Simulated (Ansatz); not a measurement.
# NaCl: the cell at several levels of theory

One table from this session's results is given with a row withheld; the runs are named, their logs left out.

Program: Ansatz 0.2.0. PAW datasets, plane waves, zero pressure. No spin polarisation and no zero-point or thermal motion; the cell was built from a prototype and may be hypothetical.

**Starting point**

This is the cell as the run starts from it, not yet at rest; its lengths are not the crystal's.

The symmetry is Pm-3m (No. 221, cubic); a = 3.235 Å in the conventional setting, 16.93 Å³ an atom. Around Na lie 8 Cl at 2.80 Å; around Cl lie 8 Na at 2.80 Å.

Structure file:

```cif
data_structure
_symmetry_space_group_name_H-M 'P 1'
_symmetry_Int_Tables_number 1
_cell_length_a 3.2350
_cell_length_b 3.2350
_cell_length_c 3.2350
_cell_angle_alpha 90.000
_cell_angle_beta 90.000
_cell_angle_gamma 90.000
_cell_volume 33.86
loop_
_atom_site_label
_atom_site_type_symbol
_atom_site_fract_x
_atom_site_fract_y
_atom_site_fract_z
_atom_site_occupancy
Na1 Na 0.00000 0.00000 0.00000 1
Cl1 Cl 0.50000 0.50000 0.50000 1
```

Set-up of the first run:

File input.yaml:

```yaml
crystal:
  lattice:
    - [3.2350194206, 0.0, 0.0]
    - [0.0, 3.2350194206, 0.0]
    - [0.0, 0.0, 3.2350194206]
  atoms:
    - { symbol: Na, position: [0.0, 0.0, 0.0] }
    - { symbol: Cl, position: [0.5, 0.5, 0.5] }
kpoints:
  mp_grid: { grid: [8, 8, 8] }
hamiltonian:
  xc: pbe
scf:
  occupations: { method: fermi_dirac, width: 0.02 }
relax:
  f_tol: 0.005
  cell: {}
output:
  write_density: true
  write_potential: true
  elf: true
  volumetric_format: npy
```

Started as:

```sh
ansatz run input.yaml --threads 4 --pin off --max-ram 7372MiB --backend cpu --events-out ev --progress --plain --runs-dir out
```

Among the steps run: Relaxing with PBE; r2SCAN: cell and atoms; Relaxation with PBEsol; Relaxation with LDA; Relaxing with HSE06.

One table of the session follows, with a row left open; its other results are not shown here.

| level | a (Å) | volume (Å³/atom) |
| --- | --- | --- |
| PBE | 3.506 | 21.557 |
| r2SCAN | 3.460 | 20.703 |
| PBEsol | ? | ? |
| LDA | 3.370 | 19.140 |
| HSE06 | 3.486 | 21.176 |

Q: Estimate the row for PBEsol from the others.

**Answer.** a (Å): 3.447; volume (Å³/atom): 20.477. In the column «a (Å)» it lies between LDA (3.370) and r2SCAN (3.460).

The volume runs from LDA (least) to PBE (most), a spread of 12.6 %, or 4.0 % in length if all axes shared it alike. The meshes differ: PBE 8×8×8, r2SCAN 6×6×6, PBEsol 6×6×6, LDA 6×6×6, HSE06 4×4×4.
